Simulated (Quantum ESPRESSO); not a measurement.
**BN: single point with PBE**

BN:

```
CELL_PARAMETERS angstrom
2.49824 0.00000 0.00000
-1.24912 2.16354 0.00000
0.00000 0.00000 6.63570
ATOMIC_POSITIONS crystal
N 0.66667 0.33333 0.25000
N 0.33333 0.66667 0.75000
B 0.66667 0.33333 0.75000
B 0.33333 0.66667 0.25000
```

```yaml
Program: Quantum ESPRESSO 7.5
Task: single point
Functional: PBE
Potentials_or_basis: SG15 PBE 1.2
Cutoff: 1197 eV
Density_cutoff: 4789 eV
k_mesh: 8 × 8 × 4
Occupations: fermi-dirac, width 0.05 eV
Spin: no spin polarisation
Mixing_beta: 0.5
Most_SCF_iterations: 120
SCF_threshold: 8e-10 Ry
```

| Quantity | Value |
| --- | --- |
| Pressure | 3.7 GPa |
| Band gap on the k mesh | 4.31 eV, indirect (least direct gap 4.72 eV) |

Stress tensor (GPa, compression positive):
```
4.00 0.00 0.00
0.00 4.00 0.00
0.00 0.00 2.98
```

Levels at points of the mesh, in eV from the valence-band top:
| k point | band 5 | band 6 | band 7 | band 8 | band 9 | band 10 | band 11 | band 12 |
| --- | --- | --- | --- | --- | --- | --- | --- | --- |
| (0.00, 0.00, 0.00) | -1.37 | -1.37 | -1.33 | -1.33 | 5.31 | 10.31 | 11.60 | 11.60 |
| (0.00, 0.00, -0.50) | -1.35 | -1.35 | -1.35 | -1.35 | 7.66 | 7.66 | 11.66 | 11.66 |
| (0.00, -0.50, 0.00) | -4.22 | -4.15 | -1.45 | -0.45 | 4.31 | 5.68 | 9.67 | 10.10 |
| (0.00, -0.50, -0.50) | -4.19 | -4.19 | -0.93 | -0.93 | 4.78 | 4.78 | 10.06 | 10.06 |

Run time: 14 s on 4 MPI ranks on AMD EPYC (Zen 3), on a shared host, peak memory 0.32 GiB a rank.

Caveat: this functional lacks dispersion, which binds the layers, so the pressure and a relaxed spacing across them are unreliable. PBE gaps usually lie below the measured ones, often by a third to a half.
